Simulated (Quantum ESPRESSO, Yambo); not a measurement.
# Quasiparticle gap of BaS (Fm-3m) in Yambo, part 2 of 3

How does a plane-wave GW calculation on BaS (Fm-3m) run from the first input to the gap?

Quantum ESPRESSO 7.5 and Yambo 5.3.0; PBE and many-body steps on it, plane waves. Known limits of the many-body steps: not at the basis limit.

So far. Step 2 (Ground state): The gap is indirect, with the least direct gap 0.09 eV higher. Step 3 (Bands along the symmetry lines): The gap is 2.099 eV, as in the run before at this level.

## (4) Empty states on the mesh, 4×4×4 mesh, 208 bands

Level of this step: DFT, PBE with spin-orbit coupling, plane waves, norm-conserving pseudopotentials (Quantum ESPRESSO).

The sums over transitions need many empty states on a uniform mesh; this step solves for them.

Contents of pw.in:

```
&control
  calculation = 'nscf'
  prefix = 'x'
  outdir = 'o'
  pseudo_dir = 'pseudo'
/
&system
  ibrav = 0
  nat = 2
  ntyp = 2
  ecutwfc = 40.0
  nbnd = 208
  force_symmorphic = .true.
  noncolin = .true.
  lspinorb = .true.
/
&electrons
  conv_thr = 1e-9
  electron_maxstep = 80
  diago_full_acc = .true.
  diago_thr_init = 5e-6
/
ATOMIC_SPECIES
  Ba 137.33 Ba.upf
  S 32.06 S.upf
CELL_PARAMETERS angstrom
  0.0000000000 3.1937500000 3.1937500000
  3.1937500000 0.0000000000 3.1937500000
  3.1937500000 3.1937500000 0.0000000000
ATOMIC_POSITIONS crystal
  Ba 0.0000000000 0.0000000000 0.0000000000
  S 0.5000000000 0.5000000000 0.5000000000
K_POINTS automatic
  4 4 4 0 0 0
```

Launch:

```
$ OMP_NUM_THREADS=1 mpirun -n 16 pw.x -nk 4 -in pw.in > pw.out
```

The program printed:

```text
[banner, memory and clock lines left out]
Program PWSCF v.7.5 starts

     Atomic positions and unit cell read from directory:
     o/x.save/

     Message from routine setup:
     using ibrav=0 with symmetry is DISCOURAGED, use correct ibrav instead

     bravais-lattice index     =            0
     lattice parameter (alat)  =       8.5352  a.u.
     unit-cell volume          =     439.6725 (a.u.)^3
     number of atoms/cell      =            2
     number of atomic types    =            2
     number of electrons       =        16.00
     number of Kohn-Sham states=          208
     kinetic-energy cutoff     =      40.0000  Ry
     charge density cutoff     =     160.0000  Ry
     Exchange-correlation= PBE
                           (   1   4   3   4   0   0   0)
     Non magnetic calculation with spin-orbit

     celldm(1)=   8.535221  celldm(2)=   0.000000  celldm(3)=   0.000000
     celldm(4)=   0.000000  celldm(5)=   0.000000  celldm(6)=   0.000000

     crystal axes: (cart. coord. in units of alat)
               a(1) = (   0.000000   0.707107   0.707107 )
               a(2) = (   0.707107   0.000000   0.707107 )
               a(3) = (   0.707107   0.707107   0.000000 )

     reciprocal axes: (cart. coord. in units 2 pi/alat)
               b(1) = ( -0.707107  0.707107  0.707107 )
               b(2) = (  0.707107 -0.707107  0.707107 )
               b(3) = (  0.707107  0.707107 -0.707107 )
     Pseudo is Norm-conserving + core correction, Zval = 10.0
     Generated using ONCVPSP code by D. R. Hamann
     Using radial grid of 1958 points, 10 beta functions with:
     Pseudo is Norm-conserving + core correction, Zval =  6.0
     Generated using ONCVPSP code by D. R. Hamann
     Using radial grid of 1146 points, 10 beta functions with:
     Ba               10.00   137.33000     Ba( 1.00)
     S                 6.00    32.06000     S ( 1.00)

     48 Sym. Ops., with inversion, found

   Cartesian axes

     site n.     atom                  positions (alat units)
         1        Ba     tau(   1) = (   0.0000000   0.0000000   0.0000000  )
         2        S      tau(   2) = (   0.7071068   0.7071068   0.7071068  )

     number of k points=     8
                       cart. coord. in units 2pi/alat
        k(    1) = (   0.0000000   0.0000000   0.0000000), wk =   0.0156250
        k(    2) = (   0.1767767   0.1767767  -0.1767767), wk =   0.1250000
        k(    3) = (  -0.3535534  -0.3535534   0.3535534), wk =   0.0625000
[...]
k(    7) = (  -0.7071068   0.0000000   0.0000000), wk =   0.0468750
        k(    8) = (  -0.7071068   0.3535534   0.0000000), wk =   0.0937500

     Dense  grid:    15065 G-vectors     FFT dimensions: (  36,  36,  36)

     The potential is recalculated from file :
     o/x.save/charge-density

     Starting wfcs are   18 randomized atomic wfcs +  190 random wfcs

     Band Structure Calculation

     End of band structure calculation

          k = 0.0000 0.0000 0.0000 (  1893 PWs)   bands (ev):

   -20.1134 -20.1134  -6.6152  -6.6152  -4.5575  -4.5575  -4.5575  -4.5575
    -4.4361  -4.4361   5.8017   5.8017   5.9427   5.9427   5.9427   5.9427
     9.5251   9.5251   9.7797   9.7797   9.7797   9.7797   9.8464   9.8464
[...]
[... 14 further rows ...]
[...]
k = 0.1768 0.1768-0.1768 (  1886 PWs)   bands (ev):

[...]
[... 14 further rows ...]
[...]
k =-0.3536-0.3536 0.3536 (  1892 PWs)   bands (ev):

[...]
[... 14 further rows ...]
    71.0459  71.0459  71.0531  71.0531  71.5685  71.5685  71.6287  71.6287
    73.0015  73.0015  73.0633  73.0633  74.0350  74.0350  74.2159  74.2159

          k = 0.3536 0.0000 0.0000 (  1876 PWs)   bands (ev):

     [... further k-points ...]

     highest occupied, lowest unoccupied level (ev):     5.9427    8.0420

     XML data file, pseudopotentials, collected wavefunctions
```

Wall time 9.6 s (16 MPI ranks of Arm Neoverse V2, shared host); peak memory 1.1 GiB; 2.2 min of CPU time.

Numbers from this step:

| Property | Result |
| --- | --- |
| gap | 2.099 eV |
| k of the valence top | 0, 0, 0 |
| k of the conduction bottom | 0, -0.5, -0.5 |
| least direct gap | 2.189 eV |
| k points computed | 8 |
| lowest point of the top converged band, above the valence top | 65.6679 eV |

On this mesh the gap is 2.099 eV.

## (5) Conversion and set-up

This step: Yambo 5.3.0; conversion and set-up on PBE with spin-orbit coupling, plane waves, norm-conserving pseudopotentials.

The states are converted to the many-body program's format and the q mesh is built.

Launch:

```
$ (cd o/x.save; p2y > p2y.log; mv SAVE ../..); yambo > setup.log
```

The program printed:

```text
 Yambo, version 5.3.0

 [02] CORE Variables Setup
 =========================

  [02.01] Unit cells
  ==================

  Cell kind             :  FCC
  Atoms in the cell     :  Ba  S
  number of Ba atoms    :  1
  number of S  atoms    :  1

  List of atomic masses
  Mass of Ba    :  137.3300
  Mass of S     :  32.06000

  List of atomic coordinates    : [cc]
  Ba1       :  0.000000  0.000000  0.000000  order 1
  S1       :  6.035313  6.035313  6.035313  order 2

  Alat factors          :  6.035313  6.035313  6.035313 [a.u.]
  Direct lattice volume :  439.6725 [a.u.]
  Direct lattice vectors:  A[ 1 ]  A[ 2 ]  A[ 3 ]
   A[ 1 ]:  0.000000  1.000000  1.000000  [iru]
   0.000000  6.035313  6.035313  [cc]
   A[ 2 ]:  1.000000  0.000000  1.000000  [iru]
   6.035313  0.000000  6.035313  [cc]
   A[ 3 ]:  1.000000  1.000000  0.000000  [iru]
   6.035313  6.035313  0.000000  [cc]

  Recip. lattice volume :  0.564170 [a.u.]
  Recip. lattice vectors:  B[ 1 ]  B[ 2 ]  B[ 3 ]
   B[ 1 ]: -0.500000  0.500000  0.500000  [iku]
  -0.520535  0.520535  0.520535  [cc]
   B[ 2 ]:  0.500000 -0.500000  0.500000  [iku]
   0.520535 -0.520535  0.520535  [cc]
   B[ 3 ]:  0.500000  0.500000 -0.500000  [iku]
   0.520535  0.520535 -0.520535  [cc]

  [02.02] Symmetries
  ==================

  Inversion symmetry    : yes
  Spatial inversion     : yes
  Inversion index       :  25
  K-space Time-reversal : no
  Magnetic symmetries   : no
  Group table correct   : yes
  Symmetries units      :  [cc]

   [S  1]:   1.0000      0.42301E-17  0.42301E-17  0.42301E-17   1.0000     -0.42301E-17 -0.42301E-17 -0.42301E-17   1.0000
   [S  2]:  -1.0000     -0.42301E-17  0.42301E-17 -0.42301E-17  -1.0000     -0.42301E-17  0.42301E-17  0.42301E-17   1.0000
   [S  3]:  -1.0000      0.42301E-17 -0.42301E-17 -0.42301E-17   1.0000      0.42301E-17  0.42301E-17 -0.42301E-17  -1.0000
[...]
[... 36 further rows ...]
   [S 47]:  0.42301E-17   1.0000     -0.42301E-17 -0.42301E-17  0.42301E-17  -1.0000       1.0000     -0.42301E-17  0.42301E-17
   [S 48]:  0.42301E-17  -1.0000      0.42301E-17 -0.42301E-17 -0.42301E-17   1.0000       1.0000      0.42301E-17 -0.42301E-17

  [02.03] Reciprocal space
  ========================

  nG shells         :  199
  nG charge         :  15065
  nG WFs            :  2413
  nC WFs            :  1893
  G-vecs. in first 19 shells:  [ Number ]
     1    9   15   27   51   59   65   89  113
    137   169   181   229   259   283   307   331   339
    387
  ...
  Shell energy in first 19 shells:  [ mHa ]
    0.00000      406.435      541.914      1083.83      1490.26      1625.74      2167.66      2574.09      2709.57
    3251.48      3657.92      4335.31      4741.75      4877.22      5419.14      5825.57      5961.05      6502.97
    6909.40
  ...

  [02.04] K-grid lattice
  ======================

  Compatible Grid is   : 3D
[...]
K/Q-points units:
  rlu = crystal or reduced units; cc = cartesian coordinates; iku = interal k-units

  K [1]          [rlu]:  0.000000  0.000000  0.000000
         WF components:  1893
  K [2]          [rlu]:  0.74313E-17  0.74313E-17  0.25000
         WF components:  1886
  K [3]          [rlu]: -0.14863E-16 -0.14863E-16 -0.50000
         WF components:  1892
  K [4]          [rlu]:  0.74488E-17  0.25000      0.25000
         WF components:  1876
  K [5]          [rlu]:  0.54615E-17  0.25000     -0.50000
         WF components:  1872
  [... 2 further k-points ...]
  K [8]          [rlu]:  0.250000 -0.500000 -0.250000
         WF components:  1888

  [02.05] Energies & Occupations
  ==============================

  [X] === General ===
  [X] Electronic Temperature                        :  0.000000  0.000000 [eV K]
  [X] Bosonic    Temperature                        :  0.000000  0.000000 [eV K]
  [X] Finite Temperature mode                       : no
  [X] El. density                                   :  0.24558E+24 [cm-3]
  [X] Fermi Level                                   :  5.942717 [eV]

  [X] === Gaps and Widths ===
  [X] Conduction Band Min                           :  2.099320 [eV]
  [X] Valence Band Max                              :  0.000000 [eV]
  [X] Filled Bands                                  :  16
  [X] Empty Bands                                   :   17  208
  [X] Direct Gap                                    :  2.188604 [eV]
  [X] Direct Gap localized at k                     :   7
  [X] Indirect Gap                                  :  2.099320 [eV]
  [X] Indirect Gap between kpts                     :   1   7
  [X] Last valence band width                       :  1.088791 [eV]
  [X] 1st conduction band width                     :  3.430299 [eV]

  E @ K [1]:  [eV]
  -26.05611 -26.05611 -12.55791 -12.55791 -10.50021 -10.50021 -10.50021 -10.50021
   -10.379      -10.379     -0.14097     -0.14097     -0.26865E-09 -0.18768E-09 -0.15401E-09   0.0000
   3.582337  3.582337  3.836951  3.836951  3.836951  3.836951  3.903691  3.903691
[...]
occ @ K [1]
[...]
E @ K [2]:  [eV]
[...]
occ @ K [2]
[...]
E @ K [3]:  [eV]
[...]
occ @ K [3]
[...]
E @ K [4]:  [eV]
[...]
occ @ K [4]
[...]
E @ K [5]:  [eV]
[...]
occ @ K [5]
[...]
[... 2 further k-points ...]
  E @ K [8]:  [eV]
[...]
occ @ K [8]
[...]
0.000000  0.000000  0.000000  0.000000  0.000000  0.000000  0.000000  0.000000
   0.000000  0.000000  0.000000  0.000000  0.000000  0.000000  0.000000  0.000000

 [03] Transferred momenta grid and indexing
 ==========================================

 IBZ Q-points                                      :   8
 BZ  Q-points                                      :   64

 K/Q-points units:
 rlu = crystal or reduced units; cc = cartesian coordinates; iku = interal k-units

 Q [1]          [rlu]:  0.000000  0.000000  0.000000
 Q [2]          [rlu]:  0.74313E-17  0.74313E-17  0.25000
 Q [3]          [rlu]: -0.14863E-16 -0.14863E-16 -0.50000
[...]
Q [7]          [rlu]: -0.14898E-16 -0.50000     -0.50000
 Q [8]          [rlu]:  0.250000 -0.500000 -0.250000

  [03.01] X indexes
  =================

   [03.01.01] Sigma indexes
   ========================

 [06] Game Over & Game summary
```

The job ended after 2.3 s (1 MPI rank; peak memory 0.24 GiB).

[end of part 2 of 3]

[Paths, hosts, dates, memory and timing lines, banners, echoed tables and standing remarks are left out of the program output.]

[Logs are printed without paths, hosts, clocks, repeated set-up lines and the standing remarks that a program may print on its own settings, such as how far it seeks lower states.]

[Runs of the session that timed out or met a known fault of the program may be left out.]

[Hosts, paths, dates, database ids (printed as entryN), source tags and the programs' standing remarks are cut or masked in the printed files.]
